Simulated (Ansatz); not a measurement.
Input for Ansatz (plane-wave DFT, PAW):

```yaml
crystal:
  lattice:
    - [4.0797842105, -2.4330349474, 0.0]
    - [4.0797842105, 2.4330349474, 0.0]
    - [-2.2787597619, 0.0, 10.5629618817]
  atoms:
    - { symbol: Cl, position: [0.0504, 0.0504, 0.0996] }
    - { symbol: Cl, position: [0.9496, 0.9496, 0.9004] }
    - { symbol: Cl, position: [0.505, 0.505, 0.6] }
    - { symbol: Cl, position: [0.495, 0.495, 0.4] }
basis:
  ecutwfc: 420
kpoints:
  mp_grid: { grid: [8, 8, 4] }
hamiltonian:
  xc: pbe
scf:
  occupations: { method: gaussian, width: 0.02 }
output:
  forces: true
  stress: true
  eigenvalues: true
```

Launched with
```bash
ansatz run input.yaml --threads 1 --pin off --max-ram 1331MiB --backend cpu --events-out ev --progress --plain --runs-dir out
```

All numbers below come from DFT PBE, scalar-relativistic, plane waves, PAW in Ansatz.

Part of what the program printed, abridged:

```
Pseudopotentials: kind: paw
Pseudopotential: Cl, paw, valence charge 7, recommended cutoff 420 eV (normal)
Functional definition: PBE
Crystal: 4 atoms, lattice volume = 209.701 Å³
Basis set: ecut = 420 eV, 4075 PW (Γ), exchange–correlation on 64×64×150 points (8 copies of the dense FFT grid, shifted against one another)
Bands: 18, of which v1, the nominal top of the filled ones, is band 14 counted from 1 (13 counted from 0)
Symmetry: 4 space group operations
Space group: C2/m (ITA 12), of the structure as read, at distance tolerance 5.9e-5 Å
k-points: 78 of 256
Initial density: superposition of atomic densities (neutral atoms: chi_scale 0, normalization atom), corrected by the library's trained network
Initial wavefunctions: pseudopotential atomic-orbital guess
Functional: x = pbe(κ = 0.804, μ = 0.21951497), c = pbe(β = 0.06672455)
SCF iter   1: F=—  HF=-4317.593263 eV  |F-HF|=—  |Δ(HF+E_count)|=         —  Δρ=1.22e-3  dr2=2.70e-3  ethr=1.77e-3  ⟨swp⟩=6.3  Hψ=7575  notcnv=0
SCF iter   2: F=—  HF=-4317.594831 eV  |F-HF|=—  |Δ(HF+E_count)|=   1.57e-3  Δρ=6.12e-4  dr2=6.44e-4  ethr=9.65e-6  ⟨swp⟩=2.2  Hψ=3455  notcnv=0
SCF iter   3: F=—  HF=-4317.594302 eV  |F-HF|=—  |Δ(HF+E_count)|=   5.29e-4  Δρ=1.59e-4  dr2=5.96e-5  ethr=2.30e-6  ⟨swp⟩=2.0  Hψ=2494  notcnv=0
SCF iter   4: F=—  HF=-4317.594272 eV  |F-HF|=—  |Δ(HF+E_count)|=   2.97e-5  Δρ=4.55e-5  dr2=5.16e-6  ethr=2.13e-7  ⟨swp⟩=2.7  Hψ=2590  notcnv=0
SCF iter   5: F=—  HF=-4317.594271 eV  |F-HF|=—  |Δ(HF+E_count)|=   1.93e-6  Δρ=1.34e-5  dr2=4.08e-7  ethr=1.84e-8  ⟨swp⟩=2.7  Hψ=2566  notcnv=0
SCF iter   6: F=-4317.594270 eV  HF=-4317.594270 eV  |F-HF|=2.21e-9  |Δ(HF+E_count)|=   1.12e-7  Δρ=2.87e-6  dr2=2.81e-8  ethr=3.57e-10  ⟨swp⟩=6.5  Hψ=6447  notcnv=0
SCF 1 converged in 6 iterations: F = -4317.594270 eV  dr2 = 2.81e-8
SCF converged after 6 iterations
Free energy (F): -4317.594270 eV
Harris-Foulkes:  -4317.594270 eV  (|F-HF|=2.21e-9)
Internal energy: -4317.594270 eV  (E = F + TS)
E sigma→0 (E₀):  -4317.594270 eV
Fermi energy:    -2.451350 eV
--- Per-component energies (eV) ---
  E_band       = -238.580219
  E_kinetic    = 632.347445
  E_local      = -1578.055774  (includes V_loc(G=0)·N_el)
  E_nonlocal   = 114.155863
  E_hartree    = 528.878418
  E_xc         = -421.691891
  E_vxc        = -478.767885  (∫ρ·V_xc dr)
  E_paw        = -2635.642568  (= ΣΔE_a)
  E_vpaw       = 13.984897  (= ΣTr[D̂ρ^β])
  E_aug_tail   = 0.000366  (compensation charges beyond the density's cutoff)
  E_ewald      = -957.586129
  E_smearing   =  0.000000  (= −TS)
--- Forces (eV/Å), atoms counted from 1 ---
  atom   1  Cl    -0.30430926     0.00000000    -1.73944268
  atom   2  Cl     0.30430926     0.00000000     1.73944268
  atom   3  Cl     0.32879460     0.00000000    -1.81775788
  atom   4  Cl    -0.32879460     0.00000000     1.81775788
--- Stress (GPa, compression-positive) ---
       -0.267562       0.000000       0.033275
        0.000000      -0.093585       0.000000
        0.033275       0.000000      -6.096208
  P = ⅓ Tr σ = -2.1525 GPa (-21.525 kbar)
--- Band table (eV; the first three rows and the last of 78) ---
  k-point 0: bands = ["-18.6699", "-18.6041", "-15.6260", "-15.5374", "-7.7301", "-7.4137", "-5.3803", "-5.3357", "-5.2922", "-5.2887", "-3.4582", "-3.4110", "-3.3460", "-3.3043", "-1.5984", "-0.9471", "2.7587", "3.4465"]
  k-point 1: bands = ["-18.6683", "-18.6059", "-15.6132", "-15.5504", "-7.6867", "-7.4619", "-5.3707", "-5.3325", "-5.2997", "-5.2948", "-3.4351", "-3.4023", "-3.3560", "-3.3263", "-1.5073", "-1.0473", "2.8678", "3.3560"]
  k-point 2: bands = ["-18.6665", "-18.6078", "-15.5852", "-15.5784", "-7.5939", "-7.5593", "-5.3565", "-5.3287", "-5.3153", "-5.2979", "-3.3827", "-3.3822", "-3.3781", "-3.3768", "-1.3045", "-1.2589", "3.1130", "3.1271"]
  k-point 77: bands = ["-18.6474", "-18.5884", "-15.5686", "-15.5618", "-7.5749", "-7.5407", "-5.6396", "-5.6119", "-5.4384", "-5.3980", "-3.6004", "-3.5944", "-3.4340", "-3.4301", "-1.2435", "-1.1995", "4.8200", "4.8839"]
```

The calculation finished and met its thresholds.

The cell holds molecules, and where no dispersion correction was added their binding is poorly described.